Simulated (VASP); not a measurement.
# TiAl (P-6m2) in VASP: a series of runs

One crystal, TiAl, is run at these levels: PBEsol, r2SCAN; tasks: single point.

All numbers are computed with VASP 6.6.1; they aren't measurements. Logs are shortened: lines on timing, memory, paths and dates and some standing lists are left out, and cuts for length are marked.

**1. The crystal as given**

The structure is hexagonal, space group P-6m2 (No. 187). Conventional cell: a = 2.847 Å, b = 2.847 Å, c = 4.621 Å, α = 90.00°, β = 90.00°, γ = 120.00°. Ti (site symmetry -6m2) has 6 Al at 2.84 Å and 6 Ti at 2.85 Å as nearest neighbours. Al (site symmetry -6m2) has 6 Ti at 2.84 Å and 6 Al at 2.85 Å as nearest neighbours.

The cell comes from a database or a generator and needn't be the stable form of this composition.

**2. Single point, PBEsol**

The input, INCAR:

```
SYSTEM = TiAl
PREC = Accurate
ENCUT = 900
EDIFF = 1E-6
ISMEAR = 0
SIGMA = 0.1
LREAL = .FALSE.
LASPH = .TRUE.
NELM = 60
ALGO = Normal
ISIF = 2
LWAVE = .FALSE.
LCHARG = .TRUE.
GGA = PS
LELF = .TRUE.
LVHAR = .TRUE.
```

The input, KPOINTS:

```
regular mesh
0
G
  18 18 10
  0 0 0
```

The input, POSCAR:

```
TiAl
1.0
    2.8469800000      0.0000000000      0.0000000000
   -1.4234900000      2.4655600000      0.0000000000
    0.0000000000      0.0000000000      4.6212100000
Ti Al
1 1
Direct
    0.0000000000      1.0000000000      0.0000000000
    0.3333300000      0.6666700000      0.5000000000
```

Potentials or basis: VASP PAW PBE potentials, release 64 (Ti_sv, Al).

Started as:

```
$ cat potpaw_PBE.64/Ti_sv/POTCAR potpaw_PBE.64/Al/POTCAR > POTCAR
$ mpirun -np 1 vasp_std > vasp.out
```

OUTCAR:

```text
SYSTEM = TiAl
   PREC = Accurate
   ENCUT = 900
   EDIFF = 1E-6
   ISMEAR = 0
   LREAL = .FALSE.
   LASPH = .TRUE.
   NELM = 60
   ISIF = 2
   GGA = PS

 ion  position               nearest neighbor table
   1  0.000  0.000  0.000-   2 2.84   2 2.84   2 2.84   2 2.84   2 2.84   2 2.84
   2  0.333  0.667  0.500-   1 2.84   1 2.84   1 2.84   1 2.84   1 2.84   1 2.84

  LATTYP: Found a hexagonal cell.
 ALAT       =     2.8469800000
 C/A-ratio  =     1.6231972125

  Lattice vectors:

 A1 = (   2.8469800000,   0.0000000000,   0.0000000000)
 A2 = (  -1.4234900000,   2.4655600000,   0.0000000000)
 A3 = (   0.0000000000,   0.0000000000,   4.6212100000)

Analysis of symmetry for initial positions (statically):
=====================================================================
 Subroutine PRICEL returns:
 Original cell was already a primitive cell.

 Routine SETGRP: Setting up the symmetry group for a
 hexagonal supercell.

 Subroutine GETGRP returns: Found  4 space group operations
 (whereof  4 operations were pure point group operations)
 out of a pool of 24 trial point group operations.

The static configuration has the point symmetry C_2v.

Analysis of symmetry for dynamics (positions and initial velocities):
=====================================================================
 Subroutine PRICEL returns:
 Original cell was already a primitive cell.

 Routine SETGRP: Setting up the symmetry group for a
 hexagonal supercell.

 Subroutine GETGRP returns: Found  4 space group operations
 (whereof  4 operations were pure point group operations)
 out of a pool of 24 trial point group operations.

The dynamic configuration has the point symmetry C_2v.

 Subroutine INISYM returns: Found  4 space group operations
 (whereof  4 operations are pure point group operations),
 and found     1 'primitive' translations

----------------------------------------------------------------------------------------

                                     Primitive cell

  volume of cell :      32.4381

  direct lattice vectors                    reciprocal lattice vectors
     2.846980000  0.000000000  0.000000000     0.351249394  0.202793686  0.000000000
    -1.423490000  2.465560000  0.000000000     0.000000000  0.405587372  0.000000000
     0.000000000  0.000000000  4.621210000     0.000000000  0.000000000  0.216393542

  length of vectors
     2.846980000  2.846982595  4.621210000     0.405587741  0.405587372  0.216393542

  position of ions in fractional coordinates (direct lattice)
     0.000000000  0.000000000  0.000000000
     0.333330000  0.666670000  0.500000000
[... 87 lines left out ...]
   PSTRESS=    0.0 pullay stress
   NELECT =      15.0000    total number of electrons
   NUPDOWN=      -1.0000    fix difference up-down
   EMIN   =  10.00;   EMAX   =-10.00  energy-range for DOS
   EFERMI =   0.00;   METHOD = LEGACY
   ISMEAR =     0;   SIGMA  =   0.10  broadening in eV -4-tet -1-fermi 0-gaus
   EFERMI_NEDOS =   21; number of points for ismear=-14 and -15
   IALGO  =     38    algorithm
   IMIX   =      4    mixing-type and parameters
     AMIX     =   0.40;   BMIX     =  1.00
     AMIX_MAG =   1.60;   BMIX_MAG =  1.00
  volume/ion in A,a.u.               =      16.22       109.45
  Fermi-wavevector in a.u.,A,eV,Ry     =   1.265960  2.392318 21.805445  1.602655
  Thomas-Fermi vector in A             =   2.399186
   LORBIT       =      0    0 simple, 1 ext, 2 COOP (PROOUT), +10 PAW based schemes
   GGA     = PS    functional components
   LHFCALC =     F    Hartree Fock is set to
   AEXX    =    0.0000 exact exchange contribution
   IVDW    =     0    specifies the selected vdW correction
   LEPSILON=     F    determine dielectric tensor
   LRPA    =     F    only Hartree local field effects (RPA)
 non-spin polarized calculation
 Gauss-broadening in eV      SIGMA  =   0.10
  energy-cutoff  :      900.00
  volume of cell :       32.44
 maximum number of plane-waves:      2005
   NGX = 13   NGY = 13   NGZ = 23

 number of electron      14.9999999 magnetization

 Free energy of the ion-electron system (eV)
  ---------------------------------------------------
  ext. energy  EPLUGINS =         0.00000000
  ---------------------------------------------------
  free energy    TOTEN  =       -12.94042542 eV

  energy without entropy =      -12.92777592  energy(sigma->0) =      -12.93410067

 E-fermi :   8.0343     XC(G=0): -11.1459

 val. band max:        8.0304392786   @ k =   0.2222   0.0000   0.4000
 cond. band min:       8.0343267855   @ k =   0.3333   0.3333   0.3000
 fundamental gap:      0.0038875069
 Fermi energy:         8.0342918640

 k-point     1 :       0.0000    0.0000    0.0000
  band No.  band energies     occupation
      1     -48.1961      2.00000
      2     -24.6248      2.00000
      3     -24.1749      2.00000
      4     -24.1749      2.00000
      5      -0.9964      2.00000
      6       5.7259      2.00000
      7       6.2458      2.00000
      8       9.3455      0.00000
      9       9.3455      0.00000
     10      10.8719      0.00000
     11      10.8719      0.00000
[... 309 lines left out ...]
 k-point    24 :      -0.1667    0.1111    0.0000
  band No.  band energies     occupation
      1     -48.1753      2.00000
      2     -24.6044      2.00000
      3     -24.3007      2.00000
      4     -24.2054      2.00000
      5      -0.4543      2.00000
      6       6.2891      2.00000
      7       6.2913      2.00000
      8       8.8611      0.00000
      9       9.7930      0.00000
     10      10.7075      0.00000
     11      11.0275      0.00000

 [... further k-points ...]

------------------------ aborting loop because EDIFF is reached ----------------------------------------

  FORCE on cell =-STRESS in cart. coord.  units (eV):
  Direction    XX          YY          ZZ          XY          YZ          ZX
  --------------------------------------------------------------------------------------
  -------------------------------------------------------------------------------------
  Total        0.0094485      0.0093920      0.0113478     -0.0000489      0.0000000      0.0000000
  in kB        0.4666793      0.4638889      0.5604888     -0.0024175      0.0000000      0.0000000
  external PRESSURE =       0.4970190 kB  Pullay stress =       0.0000000 kB

 VOLUME and BASIS-vectors are now :
 -----------------------------------------------------------------------------
  energy-cutoff  :      900.00
  volume of cell :       32.44
      direct lattice vectors                 reciprocal lattice vectors
     2.846980000  0.000000000  0.000000000     0.351249394  0.202793686  0.000000000
    -1.423490000  2.465560000  0.000000000     0.000000000  0.405587372  0.000000000
     0.000000000  0.000000000  4.621210000     0.000000000  0.000000000  0.216393542

 POSITION                                       TOTAL-FORCE (eV/Angst)
 -----------------------------------------------------------------------------------
      0.00000      0.00000      0.00000        -0.000032      0.000018      0.000000
     -0.00001      1.64371      2.31060         0.000032     -0.000018      0.000000
 -----------------------------------------------------------------------------------
    total drift:                                0.000001      0.000003     -0.000000

  FREE ENERGIE OF THE ION-ELECTRON SYSTEM (eV)
  ---------------------------------------------------
  free  energy   TOTEN  =       -12.9404254196 eV

  energy  without entropy=      -12.9277759185  energy(sigma->0) =      -12.93410067
```

OSZICAR:

```text
N       E                     dE             d eps       ncg     rms          rms(c)
DAV:   1     0.116889373418E+03    0.11689E+03   -0.10106E+04 12012   0.206E+03
DAV:   2    -0.660647444921E+01   -0.12350E+03   -0.12058E+03 12099   0.412E+02
DAV:   3    -0.141692714977E+02   -0.75628E+01   -0.71689E+01 18822   0.925E+01
DAV:   4    -0.145276193099E+02   -0.35835E+00   -0.35534E+00 15382   0.176E+01
DAV:   5    -0.145439326011E+02   -0.16313E-01   -0.16306E-01 16979   0.346E+00    0.974E+00
DAV:   6    -0.131989912224E+02    0.13449E+01   -0.10879E+01 14891   0.390E+01    0.362E+00
DAV:   7    -0.129666228019E+02    0.23237E+00   -0.13181E+00 14054   0.121E+01    0.203E+00
DAV:   8    -0.129413196380E+02    0.25303E-01   -0.19272E-01 13363   0.527E+00    0.651E-01
DAV:   9    -0.129407112686E+02    0.60837E-03   -0.33662E-02 14319   0.272E+00    0.281E-01
DAV:  10    -0.129403555037E+02    0.35576E-03   -0.36895E-03 13976   0.776E-01    0.717E-02
DAV:  11    -0.129404305534E+02   -0.75050E-04   -0.64710E-04 17919   0.265E-01    0.471E-02
DAV:  12    -0.129404285769E+02    0.19765E-05   -0.29210E-05 14812   0.583E-02    0.255E-02
DAV:  13    -0.129404259564E+02    0.26204E-05   -0.29446E-06 13369   0.196E-02    0.135E-02
DAV:  14    -0.129404254196E+02    0.53680E-06   -0.43490E-06 14354   0.231E-02
   1 F= -.12940425E+02 E0= -.12934101E+02  d E =-.126495E-01
```

stdout:

```text
POSCAR found type information on POSCAR TiAl
 POSCAR found :  2 types and       2 ions
 scaLAPACK will be used
 -----------------------------------------------------------------------------
|                                                                             |
|                                                                             |
|     You enforced a specific xc type in the INCAR file but a different       |
|     I HOPE YOU KNOW WHAT YOU ARE DOING!                                     |
|                                                                             |
 -----------------------------------------------------------------------------

 LDA part: xc-table for (Slater+PW92), standard interpolation
 POSCAR, INCAR and KPOINTS ok, starting setup
 FFT: planning ... GRIDC
 FFT: planning ... GRID_SOFT
 FFT: planning ... GRID
 WAVECAR not read
 entering main loop
```

It took 2.3 min on 1 thread of Intel Xeon 6975P-C (Granite Rapids), shared host; peak memory 0.6 GiB.

What came out:

| Item | Value |
| --- | --- |
| Free energy | -12.9404 eV |
| Pressure | 0.0 GPa |
| Band gap on the k mesh | none (metal or under the smearing width) |

Levels at points of the mesh, in eV from the Fermi level:
```csv
k point,band 5,band 6,band 7,band 8,band 9,band 10,band 11
"(0.00, 0.00, 0.00)",-9.03,-2.31,-1.79,1.31,1.31,2.84,2.84
"(0.50, 0.00, 0.00)",-3.76,-2.82,-1.58,-1.02,2.14,4.17,4.24
"(0.50, 0.50, 0.00)",-3.76,-2.82,-1.58,-1.02,2.14,4.08,4.21
"(0.00, 0.00, 0.50)",-8.09,-5.32,-0.42,1.32,1.32,2.76,2.76
"(0.50, 0.00, 0.50)",-3.72,-2.41,-1.87,0.58,0.98,1.93,3.07
"(0.50, 0.50, 0.50)",-3.72,-2.41,-1.87,0.58,0.98,1.93,3.07
```

Caveat: the PAW data sets were made with another functional, which shifts forces and pressure a little.

(Continued in part 2 of 2.)
